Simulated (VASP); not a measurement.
# CaSe (I4/mmm) in VASP: single point with PBE

Aim: the single point of CaSe with PBE.

Everything below comes from runs of VASP 6.6.1. Logs are shortened: lines on timing, memory, paths and dates and some standing lists are left out, and cuts for length are marked.

**1. The cell of the first run**

It takes space group I4/mmm (No. 139, tetragonal). Conventional cell: a = 4.197 Å, b = 4.197 Å, c = 5.652 Å, α = 90.00°, β = 90.00°, γ = 90.00°. Ca (site symmetry 4/mmm) has 6 Se at 2.83 to 2.97 Å as nearest neighbours. Se (site symmetry 4/mmm) has 6 Ca at 2.83 to 2.97 Å as nearest neighbours.

The cell was built by a generator and needn't be a form met in nature.

**2. Single point, PBE (uniaxial_z strain -4.8%)**

The input, INCAR:

```
SYSTEM = CaSe
ALGO = Fast
EDIFF = 1E-6
ENCUT = 520
GGA = PE
ISIF = 2
ISMEAR = -1
LASPH = .TRUE.
LCHARG = .FALSE.
LREAL = .FALSE.
LWAVE = .FALSE.
NBANDS = 15
NELM = 100
PREC = Accurate
SIGMA = 0.02
```

The input, KPOINTS:

```
k-points
0
G
  8 8 8
  0 0 0
```

The input, POSCAR:

```
CaSe
1.0
    0.0000000000      2.9675351259      2.8259837003
    2.9675351259      0.0000000000      2.8259837003
    2.9675351259      2.9675351259      0.0000000000
Ca Se
1 1
Direct
    0.0000000000      0.0000000000      0.0000000000
    0.5000000000      0.5000000000      0.5000000000
```

Potentials or basis: VASP PAW PBE potentials, release 64 (Ca_sv, Se).

Command:

```
> cat potpaw_PBE.64/Ca_sv/POTCAR potpaw_PBE.64/Se/POTCAR > POTCAR
> mpirun -np 1 vasp_std > vasp.out
```

OUTCAR:

```text
SYSTEM = CaSe
   EDIFF = 1E-6
   ENCUT = 520
   GGA = PE
   ISIF = 2
   ISMEAR = -1
   LASPH = .TRUE.
   LREAL = .FALSE.
   NELM = 100
   PREC = Accurate

 ion  position               nearest neighbor table
   1  0.000  0.000  0.000-   2 2.83   2 2.83   2 2.97   2 2.97   2 2.97   2 2.97
   2  0.500  0.500  0.500-   1 2.83   1 2.83   1 2.97   1 2.97   1 2.97   1 2.97

  LATTYP: Found a body centered tetragonal cell.
 ALAT       =     4.1967284219
 C/A-ratio  =     1.3467555754

  Lattice vectors:

 A1 = (   0.0000000000,  -2.9675351259,  -2.8259837003)
 A2 = (   0.0000000000,   2.9675351259,  -2.8259837003)
 A3 = (   2.9675351259,   0.0000000000,   2.8259837003)

Analysis of symmetry for initial positions (statically):
=====================================================================
 Subroutine PRICEL returns:
 Original cell was already a primitive cell.

 Routine SETGRP: Setting up the symmetry group for a
 body centered tetragonal supercell.

 Subroutine GETGRP returns: Found 16 space group operations
 (whereof 16 operations were pure point group operations)
 out of a pool of 16 trial point group operations.

The static configuration has the point symmetry D_4h.

Analysis of symmetry for dynamics (positions and initial velocities):
=====================================================================
 Subroutine PRICEL returns:
 Original cell was already a primitive cell.

 Routine SETGRP: Setting up the symmetry group for a
 body centered tetragonal supercell.

 Subroutine GETGRP returns: Found 16 space group operations
 (whereof 16 operations were pure point group operations)
 out of a pool of 16 trial point group operations.

The dynamic configuration has the point symmetry D_4h.

 Subroutine INISYM returns: Found 16 space group operations
 (whereof 16 operations are pure point group operations),
 and found     1 'primitive' translations

----------------------------------------------------------------------------------------

                                     Primitive cell

  volume of cell :      49.7727

  direct lattice vectors                    reciprocal lattice vectors
     0.000000000  2.967535126  2.825983700    -0.168490002  0.168490002  0.176929541
     2.967535126  0.000000000  2.825983700     0.168490002 -0.168490002  0.176929541
     2.967535126  2.967535126  0.000000000     0.168490002  0.168490002 -0.176929541

  length of vectors
     4.097859026  4.097859026  4.196728422     0.296785822  0.296785822  0.296785822

[... 90 lines left out ...]
   PSTRESS=    0.0 pullay stress
   NELECT =      16.0000    total number of electrons
   NUPDOWN=      -1.0000    fix difference up-down
   EMIN   =  10.00;   EMAX   =-10.00  energy-range for DOS
   EFERMI =   0.00;   METHOD = LEGACY
   ISMEAR =    -1;   SIGMA  =   0.02  broadening in eV -4-tet -1-fermi 0-gaus
   EFERMI_NEDOS =   21; number of points for ismear=-14 and -15
   IALGO  =     68    algorithm
   IMIX   =      4    mixing-type and parameters
     AMIX     =   0.40;   BMIX     =  1.00
     AMIX_MAG =   1.60;   BMIX_MAG =  1.00
  volume/ion in A,a.u.               =      24.89       167.94
  Fermi-wavevector in a.u.,A,eV,Ry     =   1.121461  2.119255 17.111719  1.257676
  Thomas-Fermi vector in A             =   2.258115
   LORBIT       =      0    0 simple, 1 ext, 2 COOP (PROOUT), +10 PAW based schemes
   GGA     = PE    functional components
   LHFCALC =     F    Hartree Fock is set to
   AEXX    =    0.0000 exact exchange contribution
   IVDW    =     0    specifies the selected vdW correction
   LEPSILON=     F    determine dielectric tensor
   LRPA    =     F    only Hartree local field effects (RPA)
 non-spin polarized calculation
 RMM-DIIS sequential band-by-band and
  energy-cutoff  :      520.00
  volume of cell :       49.77
 maximum number of plane-waves:      1355
   NGX = 15   NGY = 15   NGZ = 15

 number of electron      16.0000000 magnetization

 Free energy of the ion-electron system (eV)
  ---------------------------------------------------
  ext. energy  EPLUGINS =         0.00000000
  ---------------------------------------------------
  free energy    TOTEN  =        -9.42117658 eV

  energy without entropy =       -9.42117658  energy(sigma->0) =       -9.42117658

 E-fermi :   3.2060     XC(G=0):  -9.3168

 val. band max:        2.7510281706   @ k =   0.0000   0.0000   0.0000
 cond. band min:       4.6261257353   @ k =   0.5000   0.5000   0.0000
 fundamental gap:      1.8750975647
 Fermi energy:         3.2060076905

 k-point     1 :       0.0000    0.0000    0.0000
  band No.  band energies     occupation
      1     -36.9022      2.00000
      2     -17.9073      2.00000
      3     -17.9073      2.00000
      4     -17.9023      2.00000
      5      -9.2221      2.00000
      6       2.7088      2.00000
      7       2.7088      2.00000
      8       2.7510      2.00000
      9       6.1372      0.00000
     10       6.3047      0.00000
     11       6.3047      0.00000
     12       6.6402      0.00000
     13       6.9294      0.00000
     14       7.2689      0.00000
[... 401 lines left out ...]
      2     -18.0046      2.00000
      3     -17.9227      2.00000
      4     -17.9151      2.00000
      5      -8.6526      2.00000
      6      -0.0015      2.00000
      7       1.5003      2.00000
      8       1.7510      2.00000
      9       6.4013      0.00000
     10       7.8284      0.00000
     11       7.9934      0.00000
     12       8.5743      0.00000
     13       9.0268      0.00000
     14      10.0617      0.00000
     15      11.3966      0.00000

 [... further k-points ...]

------------------------ aborting loop because EDIFF is reached ----------------------------------------

  FORCE on cell =-STRESS in cart. coord.  units (eV):
  Direction    XX          YY          ZZ          XY          YZ          ZX
  --------------------------------------------------------------------------------------
  -------------------------------------------------------------------------------------
  Total        0.5417679      0.5417679      2.4684711      0.0000000      0.0000000      0.0000000
  in kB       17.4394359     17.4394359     79.4597577      0.0000000      0.0000000      0.0000000
  external PRESSURE =      38.1128765 kB  Pullay stress =       0.0000000 kB

 VOLUME and BASIS-vectors are now :
 -----------------------------------------------------------------------------
  energy-cutoff  :      520.00
  volume of cell :       49.77
      direct lattice vectors                 reciprocal lattice vectors
     0.000000000  2.967535126  2.825983700    -0.168490002  0.168490002  0.176929541
     2.967535126  0.000000000  2.825983700     0.168490002 -0.168490002  0.176929541
     2.967535126  2.967535126  0.000000000     0.168490002  0.168490002 -0.176929541

 POSITION                                       TOTAL-FORCE (eV/Angst)
 -----------------------------------------------------------------------------------
      0.00000      0.00000      0.00000         0.000000     -0.000000     -0.000000
      2.96754      2.96754      2.82598        -0.000000      0.000000      0.000000
 -----------------------------------------------------------------------------------
    total drift:                               -0.000000      0.000000      0.000000

  FREE ENERGIE OF THE ION-ELECTRON SYSTEM (eV)
  ---------------------------------------------------
  free  energy   TOTEN  =        -9.4211765763 eV

  energy  without entropy=       -9.4211765763  energy(sigma->0) =       -9.42117658
```

OSZICAR:

```text
N       E                     dE             d eps       ncg     rms          rms(c)
DAV:   1     0.107450357089E+03    0.10745E+03   -0.74759E+03  1770   0.989E+02
DAV:   2    -0.522960523653E+01   -0.11268E+03   -0.10693E+03  2204   0.247E+02
DAV:   3    -0.938623769466E+01   -0.41566E+01   -0.41262E+01  2418   0.456E+01
DAV:   4    -0.956489026470E+01   -0.17865E+00   -0.17856E+00  2460   0.802E+00
DAV:   5    -0.956599125092E+01   -0.11010E-02   -0.11009E-02  2385   0.690E-01    0.424E+00
RMM:   6    -0.942855985004E+01    0.13743E+00   -0.15951E-01  1909   0.201E+00    0.258E+00
RMM:   7    -0.941831775218E+01    0.10242E-01   -0.13713E-01  2266   0.236E+00    0.767E-01
RMM:   8    -0.942050587763E+01   -0.21881E-02   -0.13873E-02  2320   0.108E+00    0.134E-01
RMM:   9    -0.942087851858E+01   -0.37264E-03   -0.41108E-03  2632   0.297E-01    0.716E-02
RMM:  10    -0.942105852406E+01   -0.18001E-03   -0.12418E-03  2646   0.150E-01    0.363E-02
RMM:  11    -0.942114875018E+01   -0.90226E-04   -0.44432E-04  2597   0.973E-02    0.136E-02
RMM:  12    -0.942116732831E+01   -0.18578E-04   -0.14915E-04  2647   0.428E-02    0.125E-02
RMM:  13    -0.942117407833E+01   -0.67500E-05   -0.45185E-05  2475   0.269E-02    0.493E-03
RMM:  14    -0.942117572707E+01   -0.16487E-05   -0.17765E-05  2167   0.154E-02    0.596E-03
RMM:  15    -0.942117657633E+01   -0.84926E-06   -0.61580E-06  1888   0.813E-03
   1 F= -.94211766E+01 E0= -.94211766E+01  d E =-.309344E-12
```

stdout:

```text
POSCAR found type information on POSCAR CaSe
 POSCAR found :  2 types and       2 ions
 scaLAPACK will be used
 LDA part: xc-table for (Slater+PW92), standard interpolation
 POSCAR, INCAR and KPOINTS ok, starting setup
 FFT: planning ... GRIDC
 FFT: planning ... GRID_SOFT
 FFT: planning ... GRID
 WAVECAR not read
 entering main loop
```

Wall time 36 s (1 thread of Intel Xeon Platinum 8488C (Sapphire Rapids), shared host); peak memory 0.19 GiB.

What came out:

* Free energy: -9.4212 eV
* Pressure: 3.8 GPa
* Band gap on the k mesh: 1.88 eV, indirect (least direct gap 2.80 eV)

A k mesh can miss the band edges.
